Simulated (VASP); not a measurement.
# ZnAu (Pm-3m) in VASP: further runs

One crystal, ZnAu, is run at these levels: PBE; tasks: single point.

Program: VASP 6.6.1. These are calculated values, not measurements. Logs are shortened: lines on timing, memory, paths and dates and some standing lists are left out, and cuts for length are marked.

### 1 The structure

Symmetry: Pm-3m, No. 221, cubic system. The conventional cell has a = 3.147 Å, b = 3.147 Å, c = 3.147 Å, α = 90.00°, β = 90.00°, γ = 90.00°. Au (site symmetry m-3m) is surrounded by 8 Zn at 2.73 Å. Zn (site symmetry m-3m) has 8 Au at 2.73 Å as nearest neighbours.

### 2 Single point, PBE

Input file INCAR:

```
SYSTEM = ZnAu
PREC     = Accurate       ! precision mode
ENCUT    = 200            ! plane-wave cutoff, eV
EDIFF    = 1E-6           ! SCF threshold, eV
ISMEAR   = 0              ! smearing method
SIGMA    = 0.2            ! smearing width, eV
LREAL    = .FALSE.        ! projectors in reciprocal space
LASPH    = .TRUE.         ! aspherical terms in the spheres
NELM     = 100            ! most SCF steps
ALGO     = Normal         ! electronic algorithm
ISIF     = 2              ! what is computed and relaxed
LWAVE    = .FALSE.        ! write WAVECAR
LCHARG   = .FALSE.        ! write CHGCAR
GGA      = PE             ! functional
NBANDS   = 18             ! bands
ADDGRID  = .FALSE.
```

Input file KPOINTS:

```
regular mesh
0
G
  8 8 8
  0 0 0
```

Input file POSCAR:

```
ZnAu
1.0
    3.1470000000      0.0000000000      0.0000000000
    0.0000000000      3.1470000000      0.0000000000
    0.0000000000      0.0000000000      3.1470000000
Au Zn
1 1
Direct
    0.0000000000      0.0000000000      0.0000000000
    0.5000000000      0.5000000000      0.5000000000
```

Potentials or basis: VASP PAW PBE potentials, release 64 (Au, Zn).

Run with:

```bash
$ cat potpaw_PBE.64/Au/POTCAR potpaw_PBE.64/Zn/POTCAR > POTCAR
$ mpirun -np 1 vasp_std > vasp.out
```

OUTCAR:

```text
SYSTEM = ZnAu
   PREC = Accurate
   ENCUT = 200
   EDIFF = 1E-6
   ISMEAR = 0
   LREAL = .FALSE.
   LASPH = .TRUE.
   NELM = 100
   ISIF = 2
   GGA = PE

 Found     35 irreducible k-points:

 Following reciprocal coordinates:
            Coordinates               Weight
  0.000000  0.000000  0.000000      1.000000
  0.125000  0.000000  0.000000      6.000000
  0.250000  0.000000  0.000000      6.000000
  0.375000  0.000000  0.000000      6.000000
  0.500000  0.000000  0.000000      3.000000
  0.125000  0.125000  0.000000     12.000000
   k-points           NKPTS =     35   k-points in BZ     NKDIM =     35   number of bands    NBANDS=     18
   number of dos      NEDOS =    301   number of ions     NIONS =      2
   total plane-waves  NPLWV =   4096
   dimension x,y,z NGX =    16 NGY =   16 NGZ =   16
   dimension x,y,z NGXF=    32 NGYF=   32 NGZF=   32
   ions per type =               1   1
   NGX,Y,Z   is equivalent  to a cutoff of   8.45,  8.45,  8.45 a.u.
   NGXF,Y,Z  is equivalent  to a cutoff of  16.90, 16.90, 16.90 a.u.
 SYSTEM =  ZnAu
   PREC   = accura    normal or accurate (medium, high low for compatibility)
   ISTART =      0    job   : 0-new  1-cont  2-samecut
   ICHARG =      2    charge: 1-file 2-atom 10-const
   ISPIN  =      1    spin polarized calculation?
   LNONCOLLINEAR =      F non collinear calculations
   LSORBIT =      F    spin-orbit coupling
   LASPH  =      T    aspherical Exc in radial PAW
   ENCUT  =  200.0 eV  14.70 Ry    3.83 a.u.   3.63  3.63  3.63*2*pi/ulx,y,z
   NELM   =    100;   NELMIN=  2; NELMDL= -5     # of ELM steps
   EDIFF  = 0.1E-05   stopping-criterion for ELM
[... 8 lines left out ...]
   TEBEG  =    0.0;   TEEND  =   0.0 temperature during run
   PSTRESS=    0.0 pullay stress
   NELECT =      23.0000    total number of electrons
   NUPDOWN=      -1.0000    fix difference up-down
   EMIN   =  10.00;   EMAX   =-10.00  energy-range for DOS
   EFERMI =   0.00;   METHOD = LEGACY
   ISMEAR =     0;   SIGMA  =   0.20  broadening in eV -4-tet -1-fermi 0-gaus
   EFERMI_NEDOS =   21; number of points for ismear=-14 and -15
   IALGO  =     38    algorithm
   IMIX   =      4    mixing-type and parameters
     AMIX     =   0.40;   BMIX     =  1.00
     AMIX_MAG =   1.60;   BMIX_MAG =  1.00
  volume/ion in A,a.u.               =      15.58       105.16
  Fermi-wavevector in a.u.,A,eV,Ry     =   1.479406  2.795672 29.778283  2.188642
  Thomas-Fermi vector in A             =   2.593568
   LORBIT       =      0    0 simple, 1 ext, 2 COOP (PROOUT), +10 PAW based schemes
   GGA     = PE    functional components
   LHFCALC =     F    Hartree Fock is set to
   AEXX    =    0.0000 exact exchange contribution
   IVDW    =     0    specifies the selected vdW correction
   LEPSILON=     F    determine dielectric tensor
   LRPA    =     F    only Hartree local field effects (RPA)
 non-spin polarized calculation
 Gauss-broadening in eV      SIGMA  =   0.20
  energy-cutoff  :      200.00
  volume of cell :       31.17
 maximum number of plane-waves:       211
 NGX is ok and might be reduce to    16
   NGX =  7   NGY =  7   NGZ =  7

 number of electron      22.9999732 magnetization

 Free energy of the ion-electron system (eV)
  ---------------------------------------------------
  ext. energy  EPLUGINS =         0.00000000
  ---------------------------------------------------
  free energy    TOTEN  =        -4.17495386 eV

  energy without entropy =       -4.16761256  energy(sigma->0) =       -4.17128321

 E-fermi :   6.9912     XC(G=0): -12.3584

 val. band max:        6.7695991101   @ k =   0.5000   0.3750   0.2500
 cond. band min:       7.1537668441   @ k =   0.3750   0.3750   0.1250
 fundamental gap:      0.3841677340
 Fermi energy:         6.9911735648

 k-point     1 :       0.0000    0.0000    0.0000
  band No.  band energies     occupation
      1      -3.5210      2.00000
      2      -1.5851      2.00000
      3      -1.5851      2.00000
      4      -0.9184      2.00000
      5      -0.9184      2.00000
      6      -0.9184      2.00000
      7       1.5027      2.00000
      8       1.5027      2.00000
      9       3.2241      2.00000
     10       3.2241      2.00000
     11       3.2241      2.00000
     12      12.0928      0.00000
     13      12.0928      0.00000
     14      12.0928      0.00000
     15      15.8437      0.00000
     16      19.2706      0.00000
     17      19.2706      0.00000
     18      25.4956      0.00000

 k-point     2 :       0.1250    0.0000    0.0000
  band No.  band energies     occupation
      1      -3.2452      2.00000
      2      -1.5097      2.00000
      3      -1.4926      2.00000
      4      -0.8971      2.00000
      5      -0.8775      2.00000
      6      -0.8775      2.00000
      7       1.4758      2.00000
      8       1.5906      2.00000
      9       3.0634      2.00000
     10       3.0634      2.00000
     11       3.2123      2.00000
     12      10.2676      0.00000
     13      12.6024      0.00000
     14      12.6024      0.00000
     15      16.8035      0.00000
     16      19.0446      0.00000
     17      20.6407      0.00000
     18      25.2715      0.00000

 k-point     3 :       0.2500    0.0000    0.0000
  band No.  band energies     occupation
      1      -2.4608      2.00000
      2      -1.4241      2.00000
      3      -1.3332      2.00000
      4      -1.0204      2.00000
      5      -1.0204      2.00000
      6      -0.8927      2.00000
      7       1.3546      2.00000
      8       1.7515      2.00000
      9       2.6190      2.00000
     10       2.6190      2.00000
     11       3.1743      2.00000
     12       7.5731      0.00004
     13      13.9709      0.00000
     14      13.9709      0.00000
     15      17.4012      0.00000
     16      18.4035      0.00000
     17      23.2558      0.00000
     18      23.6169      0.00000

 k-point     4 :       0.3750    0.0000    0.0000
  band No.  band energies     occupation
      1      -1.4182      2.00000
      2      -1.3023      2.00000
      3      -1.0218      2.00000
      4      -1.0019      2.00000
      5      -1.0019      2.00000
      6      -0.8289      2.00000
      7       1.2658      2.00000
      8       1.7758      2.00000
      9       2.2533      2.00000
     10       2.2533      2.00000
     11       3.1524      2.00000
     12       5.4712      2.00000
     13      15.9386      0.00000
     14      15.9386      0.00000
     15      17.8295      0.00000
     16      17.9061      0.00000
     17      20.8475      0.00000
     18      20.9288      0.00000

 k-point     5 :       0.5000    0.0000    0.0000
  band No.  band energies     occupation
      1      -1.2303      2.00000
      2      -1.0445      2.00000
      3      -0.9970      2.00000
      4      -0.9970      2.00000
      5      -0.6987      2.00000
      6      -0.4183      2.00000
      7       1.2292      2.00000
      8       1.5347      2.00000
      9       2.1107      2.00000
     10       2.1107      2.00000
     11       3.1866      2.00000
     12       4.7178      2.00000
     13      17.6214      0.00000
     14      18.2853      0.00000
     15      18.2853      0.00000
     16      18.3229      0.00000
     17      18.3229      0.00000
     18      18.5258      0.00000

 k-point     6 :       0.1250    0.1250    0.0000
  band No.  band energies     occupation
      1      -2.9794      2.00000
      2      -1.4568      2.00000
      3      -1.4295      2.00000
      4      -0.9563      2.00000
      5      -0.9313      2.00000
      6      -0.8885      2.00000
      7       1.5075      2.00000
      8       1.6011      2.00000
      9       2.8456      2.00000
     10       2.9490      2.00000
     11       3.1765      2.00000
     12      10.5298      0.00000
     13      10.9387      0.00000
     14      13.0742      0.00000
     15      17.7540      0.00000
     16      20.0527      0.00000
     17      20.8270      0.00000
     18      23.5942      0.00000

 [... further k-points ...]
[... 5 lines left out ...]
  --------------------------------------------------------------------------------------
  -------------------------------------------------------------------------------------
  Total      -10.4117029    -10.4117029    -10.4117029      0.0000000      0.0000000     -0.0000000
  in kB     -535.2320593   -535.2320593   -535.2320593      0.0000000      0.0000000     -0.0000000
  external PRESSURE =    -535.2320593 kB  Pullay stress =       0.0000000 kB

 VOLUME and BASIS-vectors are now :
 -----------------------------------------------------------------------------
  energy-cutoff  :      200.00
  volume of cell :       31.17
      direct lattice vectors                 reciprocal lattice vectors
     3.147000000  0.000000000  0.000000000     0.317762949  0.000000000  0.000000000
     0.000000000  3.147000000  0.000000000     0.000000000  0.317762949  0.000000000
     0.000000000  0.000000000  3.147000000     0.000000000  0.000000000  0.317762949

 POSITION                                       TOTAL-FORCE (eV/Angst)
 -----------------------------------------------------------------------------------
      0.00000      0.00000      0.00000         0.000000      0.000000      0.000000
      1.57350      1.57350      1.57350         0.000000      0.000000      0.000000
 -----------------------------------------------------------------------------------
    total drift:                                0.000000      0.000000      0.000000

  FREE ENERGIE OF THE ION-ELECTRON SYSTEM (eV)
  ---------------------------------------------------
  free  energy   TOTEN  =        -4.1749538553 eV

  energy  without entropy=       -4.1676125609  energy(sigma->0) =       -4.17128321
```

Run time: 10 s. Hardware: 1 thread of AMD EPYC, shared host; peak memory 0.08 GiB.

The run converged, but a check on its numbers failed (symmetry, net force, bounds or a known fault of this set-up), so they aren't taken as properties of the crystal.

Caveat: the cutoff lies under the usual one of these potentials, so the numbers hold a large basis-set error; a pressure of tens of GPa on the cell as given is suspect, and the run, the potentials or the cell itself is likely at fault.

(Continued in part 2 of 2.)
